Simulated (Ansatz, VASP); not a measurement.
## One calculation of Sc, two programs

Contents of INCAR:

```
SYSTEM = Sc
PREC = Accurate ; ENCUT = 520
EDIFF = 1E-7 ; ISMEAR = -1
SIGMA = 0.1 ; LREAL = .FALSE.
LASPH = .TRUE. ; NELM = 100
ALGO = Normal ; ISIF = 2
LWAVE = .FALSE. ; LCHARG = .FALSE.
GGA = CA ; NBANDS = 12
```

The input KPOINTS:

```
Automatic mesh
0
G
  20 20 20
  0 0 0
```

The input POSCAR:

```
Sc
1.0
   -1.7855579777      1.7855579777      1.7855579777
    1.7855579777     -1.7855579777      1.7855579777
    1.7855579777      1.7855579777     -1.7855579777
Sc
1
Direct
    0.0000000000      0.0000000000      0.0000000000
```

Input for Ansatz:

```yaml
crystal:
  lattice:
    - [-1.7855579777, 1.7855579777, 1.7855579777]
    - [1.7855579777, -1.7855579777, 1.7855579777]
    - [1.7855579777, 1.7855579777, -1.7855579777]
  atoms:
    - { symbol: Sc, position: [0.0, 0.0, 0.0] }
hamiltonian:
  xc: lda
  pseudopotentials:
    kind: paw
    azcp:
      Sc: "pseudopotentials/Sc.paw.azcp"
basis:
  ecutwfc: 420
  fft_grid_basis: typed
kpoints:
  mp_grid: { grid: [20, 20, 20], shift: [0, 0, 0] }
magnetization:
  spin_polarized: false
scf:
  occupations: { method: fermi_dirac, width: 0.1 }
output:
  stress: true
```

Alike in both runs: task single point; functional LDA; k mesh 20 × 20 × 20; occupations fermi-dirac, width 0.1 eV; no spin polarisation.

|  | VASP | Ansatz |
| --- | --- | --- |
| version | VASP 6.6.1 | Ansatz 0.2.0 |
| potentials or method | VASP PAW LDA potentials, release 64 (Sc_sv) | plane waves (420 eV) with PAW, scalar-relativistic |
| plane-wave cutoff (eV) | 520 | 420 |
| valence electrons in the cell | 11 | 11 |

|  | VASP | Ansatz | Ansatz less VASP |
| --- | --- | --- | --- |
| pressure (GPa) | 0.0 | 0.0 | -0.08 |

Ansatz warned: «pseudo_functional_mismatch».
